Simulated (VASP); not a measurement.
# GaP (P6_3/mmc) in VASP: reference runs

Reference runs on GaP: the cell as given.

Everything below comes from runs of VASP 6.6.1. Logs are shortened: lines on timing, memory, paths and dates and some standing lists are left out, and cuts for length are marked.

## (1) The crystal as given

It takes space group P6_3/mmc (No. 194, hexagonal). Conventional cell: a = 3.781 Å, b = 3.781 Å, c = 5.071 Å, α = 90.00°, β = 90.00°, γ = 120.00°. Around Ga (site symmetry -3m) lie 6 P at 2.52 Å and 2 Ga at 2.54 Å. Around P (site symmetry -6m2) lie 6 Ga at 2.52 Å.

The cell was built by a generator and needn't be a form met in nature.

## (2) Single point, PBE

INCAR

```
SYSTEM = GaP
ALGO = Normal ; EDIFF = 1E-7
ENCUT = 520 ; GGA = PE
ISIF = 2 ; ISMEAR = -1
LASPH = .True. ; LCHARG = .False.
LREAL = .False. ; LWAVE = .False.
NBANDS = 26 ; NELM = 80
PREC = Accurate ; SIGMA = 0.05
```

KPOINTS

```
k-points
0
Gamma
  8 8 5
  0 0 0
```

POSCAR

```
GaP
1.0
    3.7812351800      0.0000000000      0.0000000000
   -1.8906175900      3.2746457200      0.0000000000
    0.0000000000      0.0000000000      5.0708722500
Ga P
2 2
Direct
    0.0000000000      0.0000000000      0.0000000000
    0.0000000000      0.0000000000      0.5000000000
    0.3333333300      0.6666666700      0.2500000000
    0.6666666700      0.3333333300      0.7500000000
```

Potentials or basis: VASP PAW PBE potentials, release 64 (Ga_d, P).

On the command line:

```bash
cat potpaw_PBE.64/Ga_d/POTCAR potpaw_PBE.64/P/POTCAR > POTCAR
mpirun -np 1 vasp_std > vasp.out
```

OUTCAR:

```text
SYSTEM = GaP
   EDIFF = 1E-7
   ENCUT = 520
   GGA = PE
   ISIF = 2
   ISMEAR = -1
   LASPH = .True.
   LREAL = .False.
   NELM = 80
   PREC = Accurate

 ion  position               nearest neighbor table
   1  0.000  0.000  0.000-   3 2.52   4 2.52   3 2.52   4 2.52   4 2.52   3 2.52   2 2.54   2 2.54

   2  0.000  0.000  0.500-   3 2.52   4 2.52   3 2.52   4 2.52   4 2.52   3 2.52   1 2.54   1 2.54

   3  0.333  0.667  0.250-   1 2.52   2 2.52   1 2.52   2 2.52   1 2.52   2 2.52
   4  0.667  0.333  0.750-   1 2.52   2 2.52   1 2.52   2 2.52   1 2.52   2 2.52

  LATTYP: Found a hexagonal cell.
 ALAT       =     3.7812351800
 C/A-ratio  =     1.3410623800

  Lattice vectors:

 A1 = (   3.7812351800,   0.0000000000,   0.0000000000)
 A2 = (  -1.8906175900,   3.2746457200,   0.0000000000)
 A3 = (   0.0000000000,   0.0000000000,   5.0708722500)

Analysis of symmetry for initial positions (statically):
=====================================================================
 Subroutine PRICEL returns:
 Original cell was already a primitive cell.

 Routine SETGRP: Setting up the symmetry group for a
 hexagonal supercell.

 Subroutine GETGRP returns: Found 24 space group operations
 (whereof 12 operations were pure point group operations)
 out of a pool of 24 trial point group operations.

The static configuration has the point symmetry D_3d.
 The point group associated with its full space group is D_6h.

Analysis of symmetry for dynamics (positions and initial velocities):
=====================================================================
 Subroutine PRICEL returns:
 Original cell was already a primitive cell.

 Routine SETGRP: Setting up the symmetry group for a
 hexagonal supercell.

 Subroutine GETGRP returns: Found 24 space group operations
 (whereof 12 operations were pure point group operations)
 out of a pool of 24 trial point group operations.

The dynamic configuration has the point symmetry D_3d.
 The point group associated with its full space group is D_6h.

 Subroutine INISYM returns: Found 24 space group operations
 (whereof 12 operations are pure point group operations),
 and found     1 'primitive' translations

----------------------------------------------------------------------------------------

                                     Primitive cell

  volume of cell :      62.7886

  direct lattice vectors                    reciprocal lattice vectors
     3.781235180  0.000000000  0.000000000     0.264463846  0.152688273  0.000000000
    -1.890617590  3.274645720  0.000000000     0.000000000  0.305376546  0.000000000
     0.000000000  0.000000000  5.070872250     0.000000000  0.000000000  0.197204731

  length of vectors
     3.781235180  3.781235177  5.070872250     0.305376546  0.305376546  0.197204731

  position of ions in fractional coordinates (direct lattice)
     0.000000000  0.000000000  0.000000000
     0.000000000  0.000000000  0.500000000
     0.333333330  0.666666670  0.250000000
     0.666666670  0.333333330  0.750000000

  ion indices of the primitive-cell ions
   primitive index   ion index
                 1           1
                 2           2
                 3           3
                 4           4

----------------------------------------------------------------------------------------

 KPOINTS: k-points

Automatic generation of k-mesh.
 Grid dimensions read from file:
 generate k-points for:    8    8    5

 Generating k-lattice:

  Cartesian coordinates                     Fractional coordinates (reciprocal lattice)
     0.033057981  0.019086034  0.000000000     0.125000000  0.000000000  0.000000000
     0.000000000  0.038172068  0.000000000     0.000000000  0.125000000  0.000000000
     0.000000000  0.000000000  0.039440946     0.000000000  0.000000000  0.200000000

  Length of vectors
     0.038172068  0.038172068  0.039440946

  Shift w.r.t. Gamma in fractional coordinates (k-lattice)
     0.000000000  0.000000000  0.000000000

 Subroutine IBZKPT returns following result:
 ===========================================

 Found     30 irreducible k-points:

 Following reciprocal coordinates:
            Coordinates               Weight
  0.000000  0.000000  0.000000      1.000000
  0.125000  0.000000  0.000000      6.000000
  0.250000  0.000000  0.000000      6.000000
  0.375000  0.000000  0.000000      6.000000
  0.500000  0.000000  0.000000      3.000000
  0.125000  0.125000  0.000000      6.000000
[... 16 lines left out ...]
  0.250000  0.000000  0.400000     12.000000
  0.375000  0.000000  0.400000     12.000000
 [... further k-points ...]
   k-points           NKPTS =     30   k-points in BZ     NKDIM =     30   number of bands    NBANDS=     26
   number of dos      NEDOS =    301   number of ions     NIONS =      4
   total plane-waves  NPLWV =  31360
   dimension x,y,z NGX =    28 NGY =   28 NGZ =   40
   dimension x,y,z NGXF=    56 NGYF=   56 NGZF=   80
   ions per type =               2   2
   NGX,Y,Z   is equivalent  to a cutoff of  12.31, 12.31, 13.11 a.u.
   NGXF,Y,Z  is equivalent  to a cutoff of  24.62, 24.62, 26.23 a.u.
 SYSTEM =  GaP
   PREC   = accura    normal or accurate (medium, high low for compatibility)
   ISTART =      0    job   : 0-new  1-cont  2-samecut
   ICHARG =      2    charge: 1-file 2-atom 10-const
   ISPIN  =      1    spin polarized calculation?
   LNONCOLLINEAR =      F non collinear calculations
   LSORBIT =      F    spin-orbit coupling
   LASPH  =      T    aspherical Exc in radial PAW
   ENCUT  =  520.0 eV  38.22 Ry    6.18 a.u.   7.03  7.03  9.43*2*pi/ulx,y,z
   NELM   =     80;   NELMIN=  2; NELMDL= -5     # of ELM steps
   EDIFF  = 0.1E-06   stopping-criterion for ELM
   LREAL  =      F    real-space projection
   EDIFFG = 0.1E-05   stopping-criterion for IOM
   NSW    =      0    number of steps for IOM
   IBRION =     -1    ionic relax: 0-MD 1-quasi-New 2-CG
   NFREE  =      0    steps in history (QN), initial steepest desc. (CG)
   ISIF   =      2    stress and relaxation
   ISYM   =      2    0-nonsym 1-usesym 2-fastsym
   POTIM  = 0.5000    time-step for ionic-motion
   TEBEG  =    0.0;   TEEND  =   0.0 temperature during run
   PSTRESS=    0.0 pullay stress
   NELECT =      36.0000    total number of electrons
   NUPDOWN=      -1.0000    fix difference up-down
   EMIN   =  10.00;   EMAX   =-10.00  energy-range for DOS
   EFERMI =   0.00;   METHOD = LEGACY
   ISMEAR =    -1;   SIGMA  =   0.05  broadening in eV -4-tet -1-fermi 0-gaus
   EFERMI_NEDOS =   21; number of points for ismear=-14 and -15
   IALGO  =     38    algorithm
   IMIX   =      4    mixing-type and parameters
     AMIX     =   0.40;   BMIX     =  1.00
     AMIX_MAG =   1.60;   BMIX_MAG =  1.00
  volume/ion in A,a.u.               =      15.70       105.93
  Fermi-wavevector in a.u.,A,eV,Ry     =   1.360031  2.570086 25.166479  1.849684
  Thomas-Fermi vector in A             =   2.486728
   LORBIT       =      0    0 simple, 1 ext, 2 COOP (PROOUT), +10 PAW based schemes
   GGA     = PE    functional components
   LHFCALC =     F    Hartree Fock is set to
   AEXX    =    0.0000 exact exchange contribution
   IVDW    =     0    specifies the selected vdW correction
   LEPSILON=     F    determine dielectric tensor
   LRPA    =     F    only Hartree local field effects (RPA)
 non-spin polarized calculation
  energy-cutoff  :      520.00
  volume of cell :       62.79
 maximum number of plane-waves:      1706
   NGX = 15   NGY = 15   NGZ = 19

 number of electron      35.9999992 magnetization

 Free energy of the ion-electron system (eV)
  ---------------------------------------------------
  ext. energy  EPLUGINS =         0.00000000
  ---------------------------------------------------
  free energy    TOTEN  =       -15.49672778 eV

  energy without entropy =      -15.48704615  energy(sigma->0) =      -15.49188697

 E-fermi :   8.0835     XC(G=0): -11.3324

 val. band max:        7.8821699142   @ k =   0.3750   0.1250   0.0000
 cond. band min:       8.0869677966   @ k =   0.1250   0.0000   0.2000
 fundamental gap:      0.2047978824
 Fermi energy:         8.0834673889

 k-point     1 :       0.0000    0.0000    0.0000
  band No.  band energies     occupation
      1      -7.8037      2.00000
      2      -7.5667      2.00000
      3      -7.5667      2.00000
      4      -7.3494      2.00000
      5      -7.3494      2.00000
      6      -7.2867      2.00000
[... 18 lines left out ...]
     25      14.5941      0.00000
     26      14.8468      0.00000

 k-point     2 :       0.1250    0.0000    0.0000
  band No.  band energies     occupation
      1      -7.8020      2.00000
      2      -7.5920      2.00000
      3      -7.5683      2.00000
      4      -7.3547      2.00000
      5      -7.3405      2.00000
      6      -7.2896      2.00000
[... 18 lines left out ...]
     25      13.5547      0.00000
     26      15.4469      0.00000

 k-point     3 :       0.2500    0.0000    0.0000
  band No.  band energies     occupation
      1      -7.7983      2.00000
      2      -7.6525      2.00000
      3      -7.5725      2.00000
      4      -7.3687      2.00000
      5      -7.3183      2.00000
      6      -7.2975      2.00000
[... 18 lines left out ...]
     25      13.8630      0.00000
     26      15.9346      0.00000

 k-point     4 :       0.3750    0.0000    0.0000
  band No.  band energies     occupation
      1      -7.7949      2.00000
      2      -7.7110      2.00000
      3      -7.5772      2.00000
      4      -7.3827      2.00000
      5      -7.3064      2.00000
      6      -7.2952      2.00000
[... 18 lines left out ...]
     25      16.2007      0.00000
     26      16.7399      0.00000

 k-point     5 :       0.5000    0.0000    0.0000
  band No.  band energies     occupation
      1      -7.7936      2.00000
      2      -7.7345      2.00000
      3      -7.5793      2.00000
      4      -7.3883      2.00000
      5      -7.3103      2.00000
      6      -7.2853      2.00000
[... 18 lines left out ...]
     25      17.2342      0.00000
     26      17.2418      0.00000

 k-point     6 :       0.1250    0.1250    0.0000
  band No.  band energies     occupation
      1      -7.7993      2.00000
      2      -7.6301      2.00000
      3      -7.5758      2.00000
      4      -7.3605      2.00000
      5      -7.3300      2.00000
      6      -7.2930      2.00000
[... 427 lines left out ...]
 k-point    21 :       0.0000    0.0000    0.4000
  band No.  band energies     occupation
      1      -7.5533      2.00000
      2      -7.4487      2.00000
      3      -7.4487      2.00000
      4      -7.3509      2.00000
      5      -7.3498      2.00000
      6      -7.3498      2.00000
[... 18 lines left out ...]
     25      13.4290      0.00000
     26      14.3664      0.00000

 k-point    22 :       0.1250    0.0000    0.4000
  band No.  band energies     occupation
      1      -7.5504      2.00000
      2      -7.4726      2.00000
      3      -7.4492      2.00000
      4      -7.3684      2.00000
      5      -7.3478      2.00000
      6      -7.3439      2.00000
[... 18 lines left out ...]
     25      14.7001      0.00000
     26      14.7936      0.00000

 k-point    23 :       0.2500    0.0000    0.4000
  band No.  band energies     occupation
      1      -7.5444      2.00000
      2      -7.5237      2.00000
      3      -7.4512      2.00000
      4      -7.4054      2.00000
      5      -7.3441      2.00000
      6      -7.3311      2.00000
[... 18 lines left out ...]
     25      14.2225      0.00000
     26      15.8356      0.00000

 k-point    24 :       0.3750    0.0000    0.4000
  band No.  band energies     occupation
      1      -7.5714      2.00000
      2      -7.5365      2.00000
      3      -7.4537      2.00000
      4      -7.4356      2.00000
      5      -7.3419      2.00000
      6      -7.3373      2.00000
[... 18 lines left out ...]
     25      16.0328      0.00000
     26      16.6421      0.00000

 [... further k-points ...]

------------------------ aborting loop because EDIFF is reached ----------------------------------------

  FORCE on cell =-STRESS in cart. coord.  units (eV):
  Direction    XX          YY          ZZ          XY          YZ          ZX
  --------------------------------------------------------------------------------------
  -------------------------------------------------------------------------------------
  Total        2.5241854      2.5241854     11.7175730      0.0000000      0.0000000      0.0000000
  in kB       64.4096820     64.4096818    298.9975092      0.0000000      0.0000000      0.0000000
  external PRESSURE =     142.6056243 kB  Pullay stress =       0.0000000 kB

 VOLUME and BASIS-vectors are now :
 -----------------------------------------------------------------------------
  energy-cutoff  :      520.00
  volume of cell :       62.79
      direct lattice vectors                 reciprocal lattice vectors
     3.781235180  0.000000000  0.000000000     0.264463846  0.152688273  0.000000000
    -1.890617590  3.274645720  0.000000000     0.000000000  0.305376546  0.000000000
     0.000000000  0.000000000  5.070872250     0.000000000  0.000000000  0.197204731

 POSITION                                       TOTAL-FORCE (eV/Angst)
 -----------------------------------------------------------------------------------
      0.00000      0.00000      0.00000        -0.000000      0.000000     -0.000000
      0.00000      0.00000      2.53544        -0.000000      0.000000     -0.000000
     -0.00000      2.18310      1.26772        -0.000000     -0.000000      0.000000
      1.89062      1.09155      3.80315         0.000000      0.000000     -0.000000
 -----------------------------------------------------------------------------------
    total drift:                               -0.000000     -0.000000      0.000000

  FREE ENERGIE OF THE ION-ELECTRON SYSTEM (eV)
  ---------------------------------------------------
  free  energy   TOTEN  =       -15.4967277834 eV

  energy  without entropy=      -15.4870461540  energy(sigma->0) =      -15.49188697
```

It took 27 s on 1 thread of Intel Xeon Platinum 8559C (Emerald Rapids), shared host; peak memory 0.19 GiB.

Results:

| Property | Result |
| --- | --- |
| Free energy | -15.4967 eV |
| Pressure | 14.3 GPa |
| Band gap on the k mesh | none (metal or under the smearing width) |
